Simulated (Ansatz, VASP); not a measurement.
**Si54CN71 (C_N) in two plane-wave programs**

One calculation is typed for both programs; each brings its own data sets. How far apart do they land? The cell is taken from a series of runs on this material, whose earlier steps may have relaxed, scaled, displaced or heated it; both programs get it as it stands.

Main program and level: Ansatz 0.2.0; plane waves, with VASP 6.6.1 beside it; single point at PBEsol.

## Step 1: Set-up

The cell holds 126 atoms: 54 Si, 71 N and 1 C. Cell: a = 13.206 Å, b = 13.206 Å, c = 8.731 Å, α = 90.0°, β = 90.0°, γ = 120.0°. It derives from Si3N4 (Si3N4 (P6_3/m)). Nearest the centre at fractional (0.576, 0.453, 0.583): C126 at 0.06 Å, Si53 at 1.81 Å, Si35 at 1.81 Å, Si32 at 1.84 Å, N122 at 2.83 Å, N99 at 2.83 Å, N92 at 2.83 Å, N115 at 2.83 Å.

## Step 2: Ansatz: single point, PBEsol

Ansatz runs on its PAW soft_1 files.

A single point gives forces, pressure and levels at one fixed geometry, so differences don't come from the geometry; what else differs is listed under the comparison.

input.yaml reads:

```yaml
crystal:
  checkpoint: "../qp1.relax.run"
  host: checkpoint
basis:
  ecutwfc: 420
  xc_grid: 2
hamiltonian:
  xc: pbesol
  pseudopotentials: { kind: paw, azcp: { folder: soft_1 }, xc_functional: pbe }
kpoints:
  mp_grid: { grid: [2, 2, 2], shift: [0.5, 0.5, 0.5] }
scf:
  occupations: { method: fermi_dirac, width: 0.01 }
  max_iter: 60
output:
  forces: true
  eigenvalues: true
  charged_corrections: { defect_position: [0.576408, 0.453208, 0.583333] }
checkpoint:
  read: "../qp1.relax.run"
  write: "../qp1.point_neutral.run"
  compress: false
  write_wavefunctions: false
  write_every: 100000
magnetization:
  spin_polarized: true
  initial_magnetization: 1
  spin_locking: { lock_magnetization: hard }
```

Run with:

```bash
$ ansatz run input.yaml --threads 8 --pin off --max-ram 22609MiB --backend cpu --events-out ev --progress --plain --runs-dir out
```

Numbers of over 12 decimals in the logs are rounded to 6 here.

Output:

```text
checkpoint.read: neither the saved density nor the saved orbitals are used: the state is of another total charge, and does not settle where this run's electrons and spins go. The run starts from its atoms. Which states do: the manual's quickstart, A charge series.
crystal.checkpoint: the structure is that of <dir>, a `relax` run, at its step 6: its result, under pbesol at a charge of 1 e; 126 atoms read, 0 with a starting moment; this deck's charge is 0 e; no density is read with it (checkpoint.read); crystal.structure_sha256 for this input is
Engine: ansatz 0.2.0, aarch64-unknown-linux-gnu
Pseudopotentials: kind: paw
Pseudopotential: Si, paw, valence charge 4, recommended cutoff 420 eV (normal), soft_1/Si.paw.azcp
Pseudopotential: N, paw, valence charge 5, recommended cutoff 420 eV (normal), soft_1/N.paw.azcp
Pseudopotential: C, paw, valence charge 4, recommended cutoff 420 eV (normal), soft_1/C.paw.azcp
Functional definition: PBEsol
  exchange = pbesol_x
  correlation = pbesol_c
Crystal: 126 atoms, lattice volume = 1318.628 Å³
Basis set: ecut = 420 eV, 25805 PW (Γ), exchange–correlation on 180×180×120 points (8 copies of the dense FFT grid, shifted against one another)
Bands: 414, of which v1, the nominal top of the filled ones, is band 288 counted from 1 (287 counted from 0)
Symmetry: 1 space group operations
Space group: P1 (ITA 1), of the structure as read, at distance tolerance 1.1e-4 Å
Magnetic group: BNS 1.1 (UNI 1), of the structure as read, at distance tolerance 1.1e-4 Å
k-points: 4 of 8 (time reversal used)
Non-local potential: Si, projectors of the file, l = 0: 2, l = 1: 2, l = 2: 1
Non-local potential: N, projectors of the file, l = 0: 2, l = 1: 2, l = 2: 1
Non-local potential: C, projectors of the file, l = 0: 2, l = 1: 2, l = 2: 1
PAW form: soft (Blöchl's): semilocal exchange-correlation on the pseudo side does not see the compensation charge
PAW frozen core: Si, regenerated for the run's functional, and the local potential with it (the file was generated under x = pbe(κ = 0.804, μ = 0.219515), c = pbe(β = 0.066725))
PAW frozen core: N, regenerated for the run's functional, and the local potential with it (the file was generated under x = pbe(κ = 0.804, μ = 0.219515), c = pbe(β = 0.066725))
PAW frozen core: C, regenerated for the run's functional, and the local potential with it (the file was generated under x = pbe(κ = 0.804, μ = 0.219515), c = pbe(β = 0.066725))
PAW one-centre angular grid: Si, 110 points (default); XC on 64 Gauss nodes
PAW one-centre angular grid: N, 110 points (default); XC on 64 Gauss nodes
PAW one-centre angular grid: C, 110 points (default); XC on 64 Gauss nodes
Initial density: superposition of atomic densities (chi_scale 0.1, normalization cell, long waves kept (reshape's long-wave potential 0.17 eV rms))
Starting moments: Σ|m| = 1 μB on 126 of 126 sites
Initial wavefunctions: pseudopotential atomic-orbital guess
Functional: x = pbesol(κ = 0.804, μ = 0.123457), c = pbesol(β = 0.046)
SCF iter   1: F=—  HF=-60924.135924 eV  |F-HF|=—  |Δ(HF+E_count)|=         —  Δρ=7.39e-2 (↑7.39e-2 ↓7.31e-2)  dr2=3.05e2  dr2_m=1.99e-2  M=1.000 μB ∫|m|=1.003 μB  β_m=0.30  ethr=3.10e-3  ⟨swp⟩=6.0  Hψ=15044  notcnv=0  defer=365
preconditioner: auto → Kerker (q_TF=auto, 2.376 Å⁻¹)  [metal: Δε(μ)=0.007 eV  Ē_g=15.277 eV  σ=0.010 eV  W_gap=0.17  n_scr=282 (ndim 8)  ℏωp=24.5 eV  f_vac=0.010  D(μ)=24.18/eV (n_scr^D=148)]
spin=Collinear: Kerker preconditioning applied to the charge; magnetization (m = ρ↑ − ρ↓) channel mixes plain (no charge-response kernel on spin).
SCF iter   2: F=—  HF=-60859.879843 eV  |F-HF|=—  |Δ(HF+E_count)|=    6.43e1  Δρ=4.29e-2 (↑4.29e-2 ↓4.26e-2)  dr2=1.04e2  dr2_m=8.33e-2  M=1.000 μB ∫|m|=1.029 μB  β_m=0.49  ethr=3.10e-3  ⟨swp⟩=2.0  Hψ=6068  notcnv=0  defer=968
preconditioner: auto → Resta (q_TF=auto, 2.376 Å⁻¹)  ε∞=3.8  [insulator: Δε(μ)=0.132 eV  Ē_g=14.768 eV  σ=0.010 eV  W_gap=1.00  n_scr=282 (ndim 8)  ℏωp=24.5 eV  f_vac=0.007  D(μ)=0.14/eV (n_scr^D=0)  ε∞_Penn≈3.8]
spin=Collinear: Resta preconditioning applied to the charge; magnetization (m = ρ↑ − ρ↓) channel mixes plain (no charge-response kernel on spin).
SCF iter   3: F=—  HF=-60829.603405 eV  |F-HF|=—  |Δ(HF+E_count)|=    3.03e1  Δρ=1.30e-2 (↑1.30e-2 ↓1.30e-2)  dr2=6.05e0  dr2_m=2.53e-2  M=1.000 μB ∫|m|=1.068 μB  β_m=0.73  ethr=3.10e-3  ⟨swp⟩=4.5  Hψ=8602  notcnv=0  defer=960
SCF iter   4: F=—  HF=-60828.750667 eV  |F-HF|=—  |Δ(HF+E_count)|=   8.53e-1  Δρ=3.34e-3 (↑2.84e-3 ↓3.34e-3)  dr2=6.00e-1  dr2_m=5.03e-3  M=1.000 μB ∫|m|=1.086 μB  β_m=0.66  ethr=1.05e-3  ⟨swp⟩=4.8  Hψ=4218  notcnv=0  defer=960
SCF iter   5: F=—  HF=-60828.667710 eV  |F-HF|=—  |Δ(HF+E_count)|=   8.30e-2  Δρ=1.30e-3 (↑1.06e-3 ↓1.30e-3)  dr2=8.55e-2  dr2_m=2.37e-3  M=1.000 μB ∫|m|=1.081 μB  β_m=0.83  ethr=1.04e-4  ⟨swp⟩=2.5  Hψ=5596  notcnv=0  defer=968
[...]
k-point 2 ↑: bands = [... 284 lower, 7.7379, 7.7770, 7.9828, 8.2302, 12.6456, 12.7511, 12.7827, 12.8465, ... 122 higher]
  k-point 3 ↓: bands = [... 284 lower, 7.7872, 7.8914, 8.0011, 9.2469, 12.6491, 12.7526, 12.7881, 12.8502, ... 122 higher]
```

## Step 3: VASP: single point, PBEsol

The same cell, functional, mesh and smearing now go to VASP, with its own data sets.

Lines of VASP's logs that name or quote its potential files are left out, and so is its time.

INCAR reads:

```
SYSTEM = Si54CN71
PREC = Accurate
ENCUT = 520
EDIFF = 1E-06
NELM = 200
ISMEAR = -1
SIGMA = 0.01
LREAL = Auto
ALGO = Normal
GGA = PS
NBANDS = 384
ISPIN = 2
MAGMOM = 0 0 -0 0 0 -0 0 0 -0 -0 -0 0 0 0 0 0 -0 0 0 -0 0 -0 0 -0 -0 -0 0 0 0 -0 0 -0 0 0 -0 0 0 0 -0 -0 0 -0 -0 -0 0 -0 -0 0 0 0 0 0 -0 0 0 0 0 0 0 0 0 0 0 0 0 0 0 0 0 0 0 -0 -0 0 0 0 -0 0 0 0.01 -0 0 0 0.01 0 0 0 0 0.02 0 0 0.02 0 0 0 -0 0 0 0.02 0 0 0 0 0 0 0 0.01 0 0 0 0 0.02 0 0 0.02 0 0 0 -0 0 0 0.02 0 -0 0 0.37
LORBIT = 11
LWAVE = .FALSE.
LCHARG = .FALSE.
ISIF = 2
ISYM = 0
NUPDOWN = 1
LASPH = .TRUE.
GGA_COMPAT = .FALSE.
KPAR = 4
```

POSCAR reads:

```
Si54CN71
1.0
   11.4366858822      6.6029736727      0.0000000000
  -11.4366858822      6.6029736727      0.0000000000
    0.0000000000      0.0000000000      8.7307673276
Si N C
54 71 1
Direct
    0.0200439824      0.8068193162      0.2497959179
    0.3531495476      0.4722800861      0.2493502589
[... 9 atom lines left out ...]
    0.8613419182      0.5459868200      0.2490352556
[... 1 atom line left out ...]
    0.4548208303      0.3141372493      0.2493337394
[... 2 atom lines left out ...]
    0.6484060613      0.5271917919      0.0832882681
[... 2 atom lines left out ...]
    0.3518416268      0.4714954907      0.5833997284
    0.6864161182      0.1401012860      0.5833096783
[... 1 atom line left out ...]
    0.5464225829      0.6866264217      0.4159666860
[... 2 atom lines left out ...]
    0.4730560738      0.1188747093      0.4163626162
    0.8081236569      0.7894126098      0.4157964365
    0.1890047108      0.2095791381      0.5833791530
[... 1 atom line left out ...]
    0.8606089380      0.5466206470      0.5832786177
[... 1 atom line left out ...]
    0.4446959956      0.3076850477      0.5833438552
[... 2 atom lines left out ...]
    0.6494842929      0.5300764893      0.4098412569
[... 2 atom lines left out ...]
    0.3530772190      0.4723214966      0.9172733223
[... 2 atom lines left out ...]
    0.5462740706      0.6865769258      0.7507082192
    0.8796751399      0.3528564755      0.7499103419
[... 1 atom line left out ...]
    0.4730812728      0.1189447079      0.7502178261
    0.8080910832      0.7893951222      0.7507928569
[... 2 atom lines left out ...]
    0.8611928558      0.5458357336      0.9176454019
[... 1 atom line left out ...]
    0.4547355227      0.3140888021      0.9172362516
[... 2 atom lines left out ...]
    0.6493631546      0.5300079297      0.7567320083
[... 2 atom lines left out ...]
    0.3335954420      0.3326411958      0.2500951971
[... 3 atom lines left out ...]
    0.6673287501      0.6672747745      0.0831987487
[... 7 atom lines left out ...]
    0.4570994450      0.2429550635      0.0833008010
[... 6 atom lines left out ...]
    0.7877694628      0.5443871711      0.0833329873
[... 1 atom line left out ...]
    0.5770162098      0.4535756943      0.2469376902
[... 1 atom line left out ...]
    0.0000439146      0.6666945577      0.5833231235
    0.3275495815      0.3303423258      0.5833630398
[... 3 atom lines left out ...]
    0.6679204117      0.6692254339      0.4120154485
    0.2143758184      0.4583741462      0.5833489872
    0.5467467446      0.1228691535      0.5832926088
    0.8794888221      0.7892852035      0.5833368543
[... 1 atom line left out ...]
    0.4256300678      0.5447749082      0.4173715533
[... 2 atom lines left out ...]
    0.4554504335      0.2416117376      0.4161991453
[... 1 atom line left out ...]
    0.2107401939      0.0901362479      0.5833147993
    0.5426703226      0.7559705960      0.5833274426
    0.8765073810      0.4237203368      0.5833318221
[... 2 atom lines left out ...]
    0.7874589379      0.5439140923      0.4157812448
[... 3 atom lines left out ...]
    0.3335157192      0.3326423393      0.9166235943
[... 3 atom lines left out ...]
    0.6677971233      0.6691623143      0.7545056593
[... 4 atom lines left out ...]
    0.4256201522      0.5447958189      0.7493377210
[... 2 atom lines left out ...]
    0.4553991300      0.2415655004      0.7504203205
[... 6 atom lines left out ...]
    0.7874279829      0.5439866446      0.7508267244
[... 1 atom line left out ...]
    0.5769840748      0.4535287426      0.9196599106
[... 1 atom line left out ...]
    0.5729501344      0.4547992934      0.5832763645
```

KPOINTS reads:

```
Points of the shifted mesh
8
Reciprocal
 0.2500000000  0.2500000000  0.2500000000 1
 0.2500000000  0.2500000000  0.7500000000 1
 0.2500000000  0.7500000000  0.2500000000 1
 0.2500000000  0.7500000000  0.7500000000 1
 0.7500000000  0.2500000000  0.2500000000 1
 0.7500000000  0.2500000000  0.7500000000 1
 0.7500000000  0.7500000000  0.2500000000 1
 0.7500000000  0.7500000000  0.7500000000 1
```

The projector-augmented-wave data sets are Si, N and C (PBE family, release 64).

Run with:

```bash
$ mpirun -np 16 vasp_std
```

Output:

```text
[banner, memory and clock lines left out]
running   16 mpi-ranks, on    1 nodes
[...]
|                                                                             |
|           W    W    AA    RRRRR   N    N  II  N    N   GGGG   !!!           |
|           W    W   A  A   R    R  NN   N  II  NN   N  G    G  !!!           |
|           W    W  A    A  R    R  N N  N  II  N N  N  G       !!!           |
|           W WW W  AAAAAA  RRRRR   N  N N  II  N  N N  G  GGG   !            |
|           WW  WW  A    A  R   R   N   NN  II  N   NN  G    G                |
|           W    W  A    A  R    R  N    N  II  N    N   GGGG   !!!           |
|                                                                             |
|     For optimal performance we recommend to set                             |
|       NCORE = 2 up to number-of-cores-per-socket                            |
|     NCORE specifies how many cores store one orbital (NPAR=cpu/NCORE).      |
|     This setting can greatly improve the performance of VASP for DFT.       |
[...]
|                                                                             |
|     You enforced a specific xc type in the INCAR file but a different       |
|     [... a line on the potential file left out ...]
|     I HOPE YOU KNOW WHAT YOU ARE DOING!                                     |
|                                                                             |

 LDA part: xc-table for (Slater+PW92), standard interpolation
 POSCAR, INCAR and KPOINTS ok, starting setup
[...]
entering main loop
       N       E                     dE             d eps       ncg     rms          rms(c)
DAV:   1     0.267847866808E+04    0.26785E+04   -0.28352E+05 12368   0.139E+03
DAV:   2    -0.955863586817E+03   -0.36343E+04   -0.34857E+04 15056   0.298E+02
DAV:   3    -0.121628648145E+04   -0.26042E+03   -0.25827E+03 14992   0.816E+01
DAV:   4    -0.122205962994E+04   -0.57731E+01   -0.57496E+01 15512   0.125E+01
[...]
DAV:  17    -0.108067706429E+04   -0.17753E-04   -0.17594E-05 14288   0.555E-03    0.328E-03
DAV:  18    -0.108067706571E+04   -0.14203E-05   -0.19706E-06 11176   0.216E-03    0.207E-03
DAV:  19    -0.108067706576E+04   -0.47003E-07   -0.35141E-07  9800   0.961E-04
   1 F= -.10806771E+04 E0= -.10806771E+04  d E =-.127149E-11  mag=     1.0000
```

From OUTCAR (step 3):

```text
 magnetization (x)
# of ion       s       p       d       tot
------------------------------------------
    1        0.000   0.000   0.000   0.000
    2       -0.000   0.000   0.000   0.000
    3       -0.000  -0.000   0.000  -0.000
    4       -0.000  -0.000   0.000  -0.000
    5       -0.000   0.000   0.000  -0.000
    6       -0.000  -0.000   0.000  -0.000
[...]
124       -0.000  -0.000   0.000  -0.000
  125        0.000   0.000   0.000   0.000
  126        0.017   0.334   0.000   0.351
--------------------------------------------------
tot          0.020   0.490   0.000   0.510
```

The run ends at a pressure of 0.96 GPa, with forces up to 0.84 eV/Å.

## Step 4: Differences

Known differences besides the potentials themselves: VASP starts from the moments at which Ansatz ended; the cutoff is 420 eV in Ansatz and 520 eV in VASP (PREC = Accurate, projectors in real space); Ansatz makes its cores anew for this functional, VASP keeps those of its PBE data sets; site moments are counted in spheres of each program's own size. Total energies have different zeros and are not compared.

Compared:

```
                             quantity  Ansatz  VASP  difference
total moment, fixed by the input (μB)    1.00  1.00        0.00
                  moment on C126 (μB)    0.37  0.35       +0.02
```

Forces on 10 of the 126 atoms, those with the largest forces and the largest differences (eV/Å; atoms numbered as in POSCAR):

```
atom          Ansatz x, y, z            VASP x, y, z
Si26    -0.422, 0.193, 0.044    -0.422, 0.197, 0.045
Si30   -0.375, -0.251, 0.021   -0.377, -0.255, 0.021
Si32    0.173, 0.818, -0.017    0.178, 0.824, -0.016
Si35   -0.046, -0.348, 0.639   -0.043, -0.349, 0.644
Si44   -0.400, 0.171, -0.043   -0.403, 0.173, -0.043
Si53  -0.040, -0.321, -0.635  -0.039, -0.325, -0.639
 N75     0.140, 0.056, 0.009     0.132, 0.051, 0.009
 N92   0.227, -0.314, -0.215   0.230, -0.318, -0.212
 N99    0.263, 0.227, -0.206    0.256, 0.223, -0.207
N122     0.273, 0.218, 0.198     0.266, 0.213, 0.199
```

The forces differ by 2.4 meV/Å r.m.s., which is 1.7 % of the r.m.s. force of 0.140 eV/Å (both taken over all components).

## Step 5: Results

| Item | Value |
| --- | --- |
| r.m.s. force difference (single point, PBEsol) | 2.4 meV/Å |

What this shows: The r.m.s. force difference is 2.4 meV/Å (single point, PBEsol), within the 12 meV/Å picked in this series as the mark of a large difference. How closely two codes agree says nothing of how well the functional describes the real material.

[Lines on the potential files, build, host, timing and source positions are cut from VASP's logs without a mark.]

[Logs are printed without paths, hosts, clocks, repeated set-up lines and the standing remarks that a program may print on its own settings, such as how far it seeks lower states.]

[Hosts, paths, dates, database ids (printed as entryN), source tags and the programs' standing remarks are cut or masked in the printed files.]
